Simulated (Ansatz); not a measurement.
The reference is SrF2 in the fluorite structure (space group Fm-3m, No. 225; a = 5.857 Å). Axes: x, y, z lie along the cube axes.

All numbers come from PBE (Ansatz, a quantum-chemistry and plane-wave program), without spin-orbit coupling.

A first run, uniaxial strain ε_yy = +1.40 %, gives secant values C11 ≈ 110 GPa and C12 ≈ 37 GPa from its stress. A second run applies isotropic strain −1.03 %.

Question: What does linear elasticity predict for the bulk modulus −ΔP/(ΔV/V₀) in the second run, and what does the run give?

Answer: Linear elasticity: (C11 + 2 C12)/3 = 61 GPa. The run gives 70 GPa; any difference comes from nonlinear terms at these strains and numerical noise.

Whether these cells are dynamically stable was not tested.
